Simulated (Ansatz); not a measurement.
# ZrSi6: what a guessed cell relaxes into

The task: take a trial cell of ZrSi6 to zero force and stress.

Method: DFT PBE, scalar-relativistic, plane waves, PAW, in Ansatz 0.2.0.

## 1. The system as given

Symmetry: Pm-3m, No. 221, cubic system. The conventional cell has a = 4.753 Å, b = 4.753 Å, c = 4.753 Å, α = 90.00°, β = 90.00°, γ = 90.00°. Around Zr (site symmetry m-3m) lie 24 Si at 3.50 Å. Si (site symmetry 4mm) is surrounded by 5 Si at 1.97 Å.

As a file:

```cif
data_structure
_symmetry_space_group_name_H-M 'Pm-3m'
_symmetry_Int_Tables_number 221
_cell_length_a 4.7525
_cell_length_b 4.7525
_cell_length_c 4.7525
_cell_angle_alpha 90.000
_cell_angle_beta 90.000
_cell_angle_gamma 90.000
_cell_volume 107.34
loop_
_atom_site_label
_atom_site_type_symbol
_atom_site_symmetry_multiplicity
_atom_site_Wyckoff_symbol
_atom_site_fract_x
_atom_site_fract_y
_atom_site_fract_z
_atom_site_occupancy
Zr1 Zr 1 a 0.00000 0.00000 0.00000 1
Si1 Si 6 f 0.20700 0.50000 0.50000 1
```

Recipe of the guess: species swapped into a database cell of YB6 (Pm-3m, No. 221), with Zr on the Y sites and Si on the B sites. The dimensions are guesses.

## 2. Probe: one point on a coarse mesh

input.yaml

```yaml
crystal:
  lattice:
    - [4.75250064, 0.0, 0.0]
    - [0.0, 4.75250064, 0.0]
    - [0.0, 0.0, 4.75250064]
  atoms:
    - { symbol: Zr, position: [0.0, 0.0, 0.0] }
    - { symbol: Si, position: [0.207, 0.5, 0.5] }
    - { symbol: Si, position: [0.5, 0.207, 0.5] }
    - { symbol: Si, position: [0.793, 0.5, 0.5] }
    - { symbol: Si, position: [0.5, 0.793, 0.5] }
    - { symbol: Si, position: [0.5, 0.5, 0.207] }
    - { symbol: Si, position: [0.5, 0.5, 0.793] }
basis:
  ecutwfc: 420
kpoints:
  mp_grid: { grid: [4, 4, 4] }
hamiltonian:
  xc: pbe
scf:
  occupations: { method: gaussian, width: 0.1 }
  lower_state_search: "off"
output:
  forces: true
  stress: true
  eigenvalues: true
```

The run is started by

```console
$ ansatz run input.yaml --threads 1 --pin off --max-ram 2048MiB --backend cpu --events-out ev --progress --plain --runs-dir out
```

Standard output (excerpt; [...] marks lines left out):

```text
[...]
SCF converged after 7 iterations
Free energy (F): -7975.488594 eV
[...]
E sigma→0 (E₀):  -7975.480227 eV
Entropy (-TS):   -0.016732 eV (-2.390 meV/atom)
Fermi energy:    11.560451 eV
[...]
--- Forces (eV/Å), atoms counted from 1 ---
  atom   1  Zr    -0.00000000     0.00000000     0.00000000
  atom   2  Si   -11.82995802     0.00000000     0.00000000
  atom   3  Si    -0.00000000   -11.82995802     0.00000000
  atom   4  Si    11.82995802    -0.00000000     0.00000000
  atom   5  Si     0.00000000    11.82995802     0.00000000
  atom   6  Si     0.00000000     0.00000000   -11.82995802
  atom   7  Si     0.00000000     0.00000000    11.82995802
[...]
--- Stress (GPa, compression-positive) ---
       88.747950       0.000000       0.000000
        0.000000      88.747950       0.000000
        0.000000       0.000000      88.747950
  P = ⅓ Tr σ = 88.7480 GPa (887.480 kbar)
--- Band table (eV; the first three rows and the last of 10) ---
  k-point 0: bands = ["-38.5650", "-16.5232", "-16.5232", "-16.5232", "-6.6813", "1.2513", "1.2513", "1.2513", "2.2919", "2.9690", "2.9690", "7.4048", "7.4048", "7.4048", "10.7710", "10.7710", "10.7710", "11.4587", "11.4587", "11.9480", "11.9480", "11.9480", "12.3106", "12.4685", "12.4685"]
[...]
```

Wall time 3.4 s (1 thread of Arm Neoverse N1, shared host); peak memory 0.34 GiB.

The probe gives pressure 88.7 GPa, largest force 11.83 eV/Å, gap on this mesh none (metal). A guess like this is first relaxed loosely on the coarse mesh.

## 3. Coarse relaxation

input.yaml, as its differences from that of step 2:

```diff
@@ -26 +26,6 @@
   eigenvalues: true
+relax:
+  adjacent_minimum: "off"
+  f_tol: 0.04
+  max_steps: 70
+  cell: { stress_tol: 0.4 }
```

The run is started by

```console
$ ansatz run input.yaml --threads 1 --pin off --max-ram 2048MiB --backend cpu --events-out ev --progress --plain --runs-dir out
```

Standard output:

```text
Warning: RAYON_NUM_THREADS=1 ignored (pool sized by the plan → 1); use --threads N
Engine: ansatz 0.2.0, aarch64-unknown-linux-gnu
Pseudopotentials: kind: paw
Pseudopotential: Zr, paw, valence charge 12, recommended cutoff 420 eV (normal), Zr.paw.azcp
Pseudopotential: Si, paw, valence charge 4, recommended cutoff 420 eV (normal), Si.paw.azcp
Functional definition: PBE
  parameter kappa = 0.804
  parameter beta = 0.06672455060314922
  exchange = pbe_x(kappa = kappa, mu = beta*pi^2/3)
  correlation = pbe_c(beta = beta)
Crystal: 7 atoms, lattice volume = 107.341 Å³
Basis set: ecut = 420 eV, 2103 PW (Γ), exchange–correlation on 64×64×64 points (8 copies of the dense FFT grid, shifted against one another)
Bands: 25, of which v1, the nominal top of the filled ones, is band 18 counted from 1 (17 counted from 0)
Symmetry: 48 space group operations
Space group: Pm-3m (ITA 221), of the structure as read, at distance tolerance 4.8e-5 Å
k-points: 10 of 64
Non-local potential: Zr, projectors of the file, l = 0: 3, l = 1: 2, l = 2: 2, l = 3: 2
Non-local potential: Si, projectors of the file, l = 0: 2, l = 1: 2, l = 2: 2
PAW form: soft (Blöchl's): semilocal exchange-correlation on the pseudo side does not see the compensation charge
PAW one-centre angular grid: Zr, 590 points (default); XC on 64 Gauss nodes
PAW one-centre angular grid: Si, 110 points (default); XC on 64 Gauss nodes
Initial density: superposition of atomic densities (neutral atoms: chi_scale 0, normalization atom), corrected by the library's trained network
Initial wavefunctions: pseudopotential atomic-orbital guess
Functional: x = pbe(κ = 0.804, μ = 0.2195149727645171), c = pbe(β = 0.06672455060314922)
SCF iter   1: F=—  HF=-7975.519315 eV  |F-HF|=—  |Δ(HF+E_count)|=         —  Δρ=1.02e-2  dr2=2.90e-1  ethr=1.77e-3  ⟨swp⟩=7.1  Hψ=1446  notcnv=0
preconditioner: auto → Resta (q_TF=auto, 2.274 Å⁻¹)  ε∞=6.8  [insulator: Δε(μ)=0.132 eV  Ē_g=7.862 eV  σ=0.100 eV  W_gap=0.55  n_scr=18 (ndim 8)  ℏωp=19.0 eV  f_vac=0.000  D(μ)=4.09/eV (n_scr^D=26)  ε∞_Penn≈6.8]
SCF iter   2: F=—  HF=-7975.494431 eV  |F-HF|=—  |Δ(HF+E_count)|=   2.49e-2  Δρ=5.19e-3  dr2=6.70e-2  ethr=8.06e-4  ⟨swp⟩=1.1  Hψ=333  notcnv=0
SCF iter   3: F=—  HF=-7975.488230 eV  |F-HF|=—  |Δ(HF+E_count)|=   6.20e-3  Δρ=6.47e-4  dr2=6.57e-4  ethr=1.86e-4  ⟨swp⟩=1.7  Hψ=263  notcnv=0  defer=1
SCF iter   4: F=—  HF=-7975.488518 eV  |F-HF|=—  |Δ(HF+E_count)|=   2.88e-4  Δρ=2.26e-4  dr2=9.99e-5  ethr=1.82e-6  ⟨swp⟩=2.1  Hψ=393  notcnv=0  defer=1
SCF iter   5: F=—  HF=-7975.488594 eV  |F-HF|=—  |Δ(HF+E_count)|=   7.51e-5  Δρ=4.63e-5  dr2=5.09e-6  ethr=2.77e-7  ⟨swp⟩=2.0  Hψ=393  notcnv=0  defer=4
SCF iter   6: F=—  HF=-7975.488594 eV  |F-HF|=—  |Δ(HF+E_count)|=   4.83e-8  Δρ=1.62e-5  dr2=3.49e-7  ethr=1.41e-8  ⟨swp⟩=2.1  Hψ=384  notcnv=0  defer=4
SCF iter   7: F=-7975.488594 eV  HF=-7975.488594 eV  |F-HF|=1.37e-9  |Δ(HF+E_count)|=   5.81e-8  Δρ=2.28e-6  dr2=3.63e-9  ethr=2.78e-10  ⟨swp⟩=9.6  Hψ=1111  notcnv=0
SCF 1 converged in 7 iterations: F = -7975.488594 eV  dr2 = 3.63e-9
relax step   1: F+E_penalty+E_count = -7975.48859353 eV  Δ(F+E_penalty+E_count) = +0.000e0 eV  max|allowed force component| = 1.183e1 eV/Å  Δτ_max = 0.0000 Å  P = +88.748 GPa  Ω = 107.341 Å³  (7 SCF iters, dr2 threshold 1.00e-7 eV, accepted)
Crystal: 7 atoms, lattice volume = 124.140 Å³
Basis set: ecut = 420 eV, 2469 PW (Γ), exchange–correlation on 64×64×64 points (8 copies of the dense FFT grid, shifted against one another)
Initial density: handed on by an earlier stage of this run
Initial wavefunctions: those handed on with the density
SCF iter   1: F=—  HF=-7985.229051 eV  |F-HF|=—  |Δ(HF+E_count)|=         —  Δρ=4.16e-2  dr2=9.65e0  ethr=3.10e-3  ⟨swp⟩=7.2  Hψ=1182  notcnv=0
preconditioner: auto → Kerker (q_TF=auto, 2.220 Å⁻¹)  [metal: Δε(μ)=0.020 eV  Ē_g=6.790 eV  σ=0.100 eV  W_gap=0.11  n_scr=26 (ndim 8)  ℏωp=17.6 eV  f_vac=0.000  D(μ)=7.02/eV (n_scr^D=80)]
SCF iter   2: F=—  HF=-7984.254053 eV  |F-HF|=—  |Δ(HF+E_count)|=   9.75e-1  Δρ=1.97e-2  dr2=2.10e0  ethr=3.10e-3  ⟨swp⟩=2.9  Hψ=464  notcnv=0  defer=4
SCF iter   3: F=—  HF=-7983.937249 eV  |F-HF|=—  |Δ(HF+E_count)|=   3.17e-1  Δρ=3.30e-3  dr2=4.46e-2  ethr=3.10e-3  ⟨swp⟩=2.4  Hψ=436  notcnv=0  defer=4
SCF iter   4: F=—  HF=-7983.932563 eV  |F-HF|=—  |Δ(HF+E_count)|=   4.69e-3  Δρ=9.45e-4  dr2=1.93e-3  ethr=1.24e-4  ⟨swp⟩=1.7  Hψ=357  notcnv=0  defer=9
SCF iter   5: F=—  HF=-7983.932659 eV  |F-HF|=—  |Δ(HF+E_count)|=   9.56e-5  Δρ=3.30e-4  dr2=4.19e-4  ethr=5.36e-6  ⟨swp⟩=2.2  Hψ=359  notcnv=0  defer=9
SCF iter   6: F=—  HF=-7983.932992 eV  |F-HF|=—  |Δ(HF+E_count)|=   3.34e-4  Δρ=8.18e-5  dr2=1.53e-5  ethr=1.16e-6  ⟨swp⟩=1.7  Hψ=281  notcnv=0  defer=9
SCF iter   7: F=—  HF=-7983.932992 eV  |F-HF|=—  |Δ(HF+E_count)|=   1.82e-7  Δρ=2.14e-5  dr2=9.14e-7  ethr=4.24e-8  ⟨swp⟩=2.2  Hψ=344  notcnv=0  defer=9
SCF iter   8: F=-7983.932992 eV  HF=-7983.932992 eV  |F-HF|=2.86e-8  |Δ(HF+E_count)|=   7.94e-8  Δρ=3.93e-6  dr2=4.06e-8  ethr=1.94e-9  ⟨swp⟩=8.8  Hψ=1146  notcnv=0
SCF 2 converged in 8 iterations: F = -7983.932992 eV  dr2 = 4.06e-8
relax step   2: F+E_penalty+E_count = -7983.93299220 eV  Δ(F+E_penalty+E_count) = -8.444e0 eV  max|allowed force component| = 2.295e0 eV/Å  Δτ_max = 0.0460 Å  P = +42.221 GPa  Ω = 124.140 Å³  energy of the carried Pulay correction = -3.790e-3 eV  (8 SCF iters, dr2 threshold 7.00e-7 eV, accepted)
Crystal: 7 atoms, lattice volume = 142.280 Å³
Basis set: ecut = 420 eV, 2801 PW (Γ), exchange–correlation on 64×64×64 points (8 copies of the dense FFT grid, shifted against one another)
SCF iter   1: F=—  HF=-7987.566701 eV  |F-HF|=—  |Δ(HF+E_count)|=         —  Δρ=2.13e-2  dr2=3.05e0  ethr=3.10e-3  ⟨swp⟩=6.8  Hψ=1115  notcnv=0
preconditioner: auto → Resta (q_TF=auto, 2.170 Å⁻¹)  ε∞=7.6  [insulator: Δε(μ)=0.141 eV  Ē_g=6.395 eV  σ=0.100 eV  W_gap=0.54  n_scr=26 (ndim 8)  ℏωp=16.5 eV  f_vac=0.000  D(μ)=5.88/eV (n_scr^D=56)  ε∞_Penn≈7.6]
SCF iter   2: F=—  HF=-7987.270911 eV  |F-HF|=—  |Δ(HF+E_count)|=   2.96e-1  Δρ=1.03e-2  dr2=6.56e-1  ethr=3.10e-3  ⟨swp⟩=1.0  Hψ=330  notcnv=0
preconditioner: auto → Kerker (q_TF=auto, 2.170 Å⁻¹)  [metal: Δε(μ)=0.066 eV  Ē_g=6.539 eV  σ=0.100 eV  W_gap=0.33  n_scr=26 (ndim 8)  ℏωp=16.5 eV  f_vac=0.000  D(μ)=5.97/eV (n_scr^D=56)]
SCF iter   3: F=—  HF=-7987.198328 eV  |F-HF|=—  |Δ(HF+E_count)|=   7.26e-2  Δρ=2.90e-3  dr2=3.90e-2  ethr=1.82e-3  ⟨swp⟩=2.5  Hψ=369  notcnv=0  defer=2
SCF iter   4: F=—  HF=-7987.203769 eV  |F-HF|=—  |Δ(HF+E_count)|=   5.44e-3  Δρ=3.29e-3  dr2=7.18e-2  ethr=1.08e-4  ⟨swp⟩=2.1  Hψ=403  notcnv=0  defer=3
SCF iter   5: F=—  HF=-7987.198448 eV  |F-HF|=—  |Δ(HF+E_count)|=   5.32e-3  Δρ=9.36e-4  dr2=5.52e-3  ethr=1.08e-4  ⟨swp⟩=1.2  Hψ=246  notcnv=0  defer=3
SCF iter   6: F=—  HF=-7987.197980 eV  |F-HF|=—  |Δ(HF+E_count)|=   4.68e-4  Δρ=5.57e-5  dr2=9.98e-6  ethr=1.53e-5  ⟨swp⟩=1.2  Hψ=246  notcnv=0  defer=3
SCF iter   7: F=—  HF=-7987.198405 eV  |F-HF|=—  |Δ(HF+E_count)|=   4.25e-4  Δρ=2.65e-5  dr2=2.52e-6  ethr=2.77e-8  ⟨swp⟩=2.4  Hψ=430  notcnv=0  defer=4
SCF iter   8: F=-7987.198405 eV  HF=-7987.198405 eV  |F-HF|=5.87e-8  |Δ(HF+E_count)|=   1.13e-7  Δρ=6.02e-6  dr2=9.99e-8  ethr=1.94e-9  ⟨swp⟩=8.2  Hψ=1175  notcnv=0
SCF 3 converged in 8 iterations: F = -7987.198405 eV  dr2 = 9.99e-8
relax step   3: F+E_penalty+E_count = -7987.19840487 eV  Δ(F+E_penalty+E_count) = -3.265e0 eV  max|allowed force component| = 1.799e0 eV/Å  Δτ_max = 0.0066 Å  P = +20.020 GPa  Ω = 142.280 Å³  energy of the carried Pulay correction = -7.315e-3 eV  (8 SCF iters, dr2 threshold 7.00e-7 eV, accepted)
[... 11 lines left out ...]
relax step   4: F+E_penalty+E_count = -7988.87477352 eV  Δ(F+E_penalty+E_count) = -1.676e0 eV  max|allowed force component| = 3.273e-1 eV/Å  Δτ_max = 0.0071 Å  P = +6.962 GPa  Ω = 162.102 Å³  energy of the carried Pulay correction = -1.064e-2 eV  (7 SCF iters, dr2 threshold 7.00e-7 eV, accepted)
[... 11 lines left out ...]
relax step   5: F+E_penalty+E_count = -7989.19674526 eV  Δ(F+E_penalty+E_count) = -3.220e-1 eV  max|allowed force component| = 3.334e-1 eV/Å  Δτ_max = 0.0079 Å  P = -0.817 GPa  Ω = 182.657 Å³  energy of the carried Pulay correction = -1.362e-2 eV  (7 SCF iters, dr2 threshold 7.00e-7 eV, accepted)
[... 11 lines left out ...]
relax step   6: F+E_penalty+E_count = -7989.21314291 eV  Δ(F+E_penalty+E_count) = -1.640e-2 eV  max|allowed force component| = 1.522e-1 eV/Å  Δτ_max = 0.0046 Å  P = -0.091 GPa  Ω = 179.858 Å³  energy of the carried Pulay correction = -1.323e-2 eV  (6 SCF iters, dr2 threshold 7.00e-7 eV, accepted)
[... 12 lines left out ...]
relax step   7: F+E_penalty+E_count = -7989.21500401 eV  Δ(F+E_penalty+E_count) = -1.861e-3 eV  max|allowed force component| = 3.834e-3 eV/Å  Δτ_max = 0.0030 Å  P = -0.001 GPa  Ω = 179.389 Å³  energy of the carried Pulay correction = -1.317e-2 eV  (6 SCF iters, dr2 threshold 7.00e-7 eV, accepted)
[... 12 lines left out ...]
relax step   8: F+E_penalty+E_count = -7989.34070954 eV  Δ(F+E_penalty+E_count) = -1.257e-1 eV  max|allowed force component| = 5.028e-3 eV/Å  Δτ_max = 0.0000 Å  P = +0.546 GPa  Ω = 179.389 Å³  stress off target by 5.46e-1 GPa  SCF on the basis re-selected at this cell (its energy is not comparable with the rows above)  (6 SCF iters)
[... 13 lines left out ...]
relax step   9: F+E_penalty+E_count = -7989.34373642 eV  Δ(F+E_penalty+E_count) = -3.027e-3 eV  max|allowed force component| = 1.076e-3 eV/Å  Δτ_max = 0.0004 Å  P = +0.033 GPa  Ω = 181.185 Å³  energy of the carried Pulay correction = -1.867e-4 eV  (6 SCF iters, dr2 threshold 7.00e-7 eV, accepted)
iter 1 solved again at ethr=9.63e-7 eV; its pass at ethr=3.10e-3 eV (dr2=3.47e-4 eV) is discarded
SCF iter   1: F=—  HF=-7989.343976 eV  |F-HF|=—  |Δ(HF+E_count)|=         —  Δρ=9.26e-6  dr2=6.01e-8  ethr=9.63e-7  ⟨swp⟩=3.0  Hψ=1938  notcnv=0
eigensolver tolerance schedule: the retry pair's looser diagonalisation over-reported the residual by 5762.68 of it (diagonalisation noise at an unbounded share of the residual, at the tolerance the schedule requests for it); recorded, not acted on — ethr = c·dr2/N_el stays at c = 1.0e-1
preconditioner: auto → Kerker (q_TF=auto, 2.084 Å⁻¹)  [metal: Δε(μ)=0.027 eV  Ē_g=5.827 eV  σ=0.100 eV  W_gap=0.15  n_scr=26 (ndim 8)  ℏωp=14.6 eV  f_vac=0.000  D(μ)=8.35/eV (n_scr^D=80)]
SCF iter   2: F=—  HF=-7989.343919 eV  |F-HF|=—  |Δ(HF+E_count)|=   5.63e-5  Δρ=4.30e-6  dr2=1.15e-8  ethr=1.67e-10  ⟨swp⟩=3.1  Hψ=582  notcnv=0
iter 3 did not close the SCF: its close was put off for the readings that it lacked (scf_convergence_deferred on its scf_iter line)
SCF iter   3: F=-7989.343920 eV  HF=-7989.343920 eV  |F-HF|=2.32e-8  |Δ(HF+E_count)|=   1.48e-7  Δρ=1.80e-6  dr2=3.82e-9  ethr=3.19e-11  ⟨swp⟩=2.0  Hψ=417  notcnv=0
iter 4 did not close the SCF: its close was put off for the readings that it lacked (scf_convergence_deferred on its scf_iter line)
SCF iter   4: F=-7989.343920 eV  HF=-7989.343920 eV  |F-HF|=8.11e-10  |Δ(HF+E_count)|=   2.28e-8  Δρ=4.08e-7  dr2=4.80e-10  ethr=1.06e-11  ⟨swp⟩=2.4  Hψ=363  notcnv=0
iter 5 did not close the SCF: its close was put off for the readings that it lacked (scf_convergence_deferred on its scf_iter line)
SCF iter   5: F=-7989.343920 eV  HF=-7989.343920 eV  |F-HF|=3.37e-11  |Δ(HF+E_count)|=  8.50e-10  Δρ=1.07e-7  dr2=2.48e-11  ethr=1.33e-12  ⟨swp⟩=2.0  Hψ=331  notcnv=0
SCF iter   6: F=-7989.343920 eV  HF=-7989.343920 eV  |F-HF|=1.82e-12  |Δ(HF+E_count)|=  4.09e-11  Δρ=1.77e-8  dr2=1.06e-12  ethr=1.00e-12  ⟨swp⟩=2.3  Hψ=628  notcnv=0
SCF 10 converged in 6 iterations: F = -7989.343920 eV  dr2 = 1.06e-12
relax step  10: F+E_penalty+E_count = -7989.34391967 eV  Δ(F+E_penalty+E_count) = -1.832e-4 eV  max|allowed force component| = 1.192e-3 eV/Å  Δτ_max = 0.0000 Å  P = +0.033 GPa  Ω = 181.185 Å³  stress off target by 3.29e-2 GPa  SCF on the basis re-selected at this cell (its energy is not comparable with the rows above)  (6 SCF iters)
basis re-selected at this cell: Δ(F+E_penalty+E_count) = -1.832e-4 eV, ΔP = -0.000 GPa vs the last step (what re-selecting the basis moved, of the pressure what is left beyond the Pulay correction that the steps carried, after the strain that the cell walked since its last selection, with what the two solves' SCF thresholds leave and, on support functions, any second-order correction that the steps lacked; it is no measure of the basis error at this ecutwfc). This SCF's stress stands 3.29e-2 GPa from its target on what of the cell is left free (relax.cell.stress_tol is 4.00e-1 GPa) and its largest allowed force component is 1.19e-3 eV/Å (relax.f_tol is 4.00e-2 eV/Å): within both
SCF converged after 6 iterations
Free energy (F): -7989.343920 eV
Harris-Foulkes:  -7989.343920 eV  (|F-HF|=1.82e-12)
Internal energy: -7989.302147 eV  (E = F + TS)
E sigma→0 (E₀):  -7989.323033 eV
Entropy (-TS):   -0.041773 eV (-5.968 meV/atom)
Fermi energy:    5.744951 eV
--- Per-component energies (eV) ---
  E_band       = -210.046840
  E_kinetic    = 565.115758
  E_local      = -1281.387644  (includes V_loc(G=0)·N_el)
  E_nonlocal   = 239.064597
  E_hartree    = 411.971942
  E_xc         = -486.745958
  E_vxc        = -462.970638  (∫ρ·V_xc dr)
  E_paw        = -6029.138184  (= ΣΔE_a)
  E_vpaw       = -93.812877  (= ΣTr[D̂ρ^β])
  E_aug_tail   = 0.000064  (compensation charges beyond the density's cutoff)
  E_ewald      = -1408.182721
  E_smearing   = -0.041773  (= −TS)
  E_closure    = -0.000000  (closes the sum)
  Σ components = -7989.343920   (vs F -7989.343920, Δ=0.00e0)
--- Forces (eV/Å), atoms counted from 1 ---
  atom   1  Zr    -0.00000000    -0.00000000     0.00000000
  atom   2  Si     0.00119211    -0.00000000    -0.00000000
  atom   3  Si    -0.00000000     0.00119211     0.00000000
  atom   4  Si    -0.00119211     0.00000000     0.00000000
  atom   5  Si     0.00000000    -0.00119211    -0.00000000
  atom   6  Si     0.00000000     0.00000000     0.00119211
  atom   7  Si    -0.00000000     0.00000000    -0.00119211
  max |Σ_I F_I| component: 4.86e-17 eV/Å
--- Stress (GPa, compression-positive) ---
        0.032920       0.000000      -0.000000
        0.000000       0.032920       0.000000
       -0.000000       0.000000       0.032920
  P = ⅓ Tr σ = 0.0329 GPa (0.329 kbar)
--- Band table (eV; the first three rows and the last of 10) ---
  k-point 0: bands = ["-45.0823", "-23.0042", "-23.0042", "-23.0042", "-7.8307", "-2.3175", "-2.3175", "-2.2933", "-2.2933", "-2.2933", "-0.9329", "3.1548", "3.1548", "3.1548", "5.2137", "5.2137", "5.2137", "5.3231", "5.7207", "5.7207", "6.0328", "6.0328", "6.0328", "6.1309", "6.1309"]
  k-point 1: bands = ["-45.0823", "-23.0043", "-23.0041", "-23.0041", "-7.7296", "-3.7266", "-2.2990", "-2.2441", "-2.2441", "-1.4422", "0.2062", "2.5546", "2.5546", "3.2131", "4.4858", "4.5299", "5.2540", "5.2540", "5.8931", "5.9669", "6.2753", "6.2753", "6.4372", "6.9292", "7.1023"]
  k-point 2: bands = ["-45.0823", "-23.0045", "-23.0041", "-23.0041", "-7.6134", "-4.3246", "-2.2803", "-2.1918", "-2.1918", "-1.3357", "1.6762", "2.1457", "2.1457", "3.2767", "4.1817", "4.3716", "4.6573", "5.0683", "5.0683", "5.8036", "6.1300", "6.7948", "6.8926", "6.8926", "7.6469"]
  k-point 9: bands = ["-45.0823", "-23.0045", "-23.0045", "-23.0045", "-7.1175", "-4.1910", "-4.1910", "-4.1910", "1.2537", "1.2537", "1.2537", "1.9807", "1.9807", "1.9807", "4.5058", "4.5058", "5.0586", "5.4132", "5.9618", "5.9618", "5.9618", "6.1715", "6.1715", "7.7838", "7.7838"]
--- Relaxed structure (8 steps of the walk, 8 accepted, 2 SCFs on fresh bases) ---
  F+E_penalty+E_count = -7989.34391967 eV   max|allowed force component| = 1.192e-3 eV/Å   (the final SCF, on the basis selected at the relaxed cell)
  cell:  # Å, volume = 181.1851 Å³
    - [5.658580747144486, 4.975319023000363e-34, -8.185202263645752e-34]
    - [1.909880528184009e-33, 5.658580747144486, 7.703719777548943e-34]
    - [-1.5888922041194696e-33, 7.703719777548943e-34, 5.658580747144486]
  atoms:
    - { symbol: Zr, position: [7.0395322077031085e-19, 1.5904128321107108e-18, 5.996638547302685e-19] }
    - { symbol: Si, position: [0.1973506849059797, 0.5, 0.5] }
    - { symbol: Si, position: [0.5, 0.1973506849059797, 0.5] }
    - { symbol: Si, position: [0.8026493150940205, 0.5, 0.5] }
    - { symbol: Si, position: [0.5, 0.8026493150940205, 0.5] }
    - { symbol: Si, position: [0.5, 0.5, 0.1973506849059797] }
    - { symbol: Si, position: [0.5, 0.5, 0.8026493150940205] }
```

Run time: 43 s. Hardware: 1 thread of Arm Neoverse N1, shared host; peak memory 0.4 GiB.

Step by step:

```csv
step,energy from step 1 (eV/cell),largest force component (eV/Å),pressure (GPa),volume (Å³)
1,0.0000,11.8300,88.75,107.34
2,-8.4444,2.2954,42.22,124.14
3,-11.7098,1.7993,20.02,142.28
4,-13.3862,0.3273,6.96,162.10
5,-13.7082,0.3334,-0.82,182.66
6,-13.7245,0.1522,-0.09,179.86
7,-13.7264,0.0038,0.00,179.39
8,-13.8521,0.0050,0.55,179.39
9,-13.8551,0.0011,0.03,181.19
10,-13.8553,0.0012,0.03,181.19
```

Step 1 is the start. Steps 8, 10 each repeat the geometry before them on a plane-wave basis chosen anew, so the energy can jump there without any move.

|  | before | after | change |
| --- | --- | --- | --- |
| a (Å) | 4.753 | 5.659 | +19.1 % |
| b (Å) | 4.753 | 5.659 | +19.1 % |
| c (Å) | 4.753 | 5.659 | +19.1 % |
| volume (Å³/atom) | 15.33 | 25.88 | +68.8 % |
| shortest distance (Å) | 1.968 | 2.233 | +13.5 % |
| space group (0.01 Å) | Pm-3m | Pm-3m | same |

Forces and stress were held to the start's 48 operations: a distortion of lower symmetry was not tested.

[end of part 1 of 2]
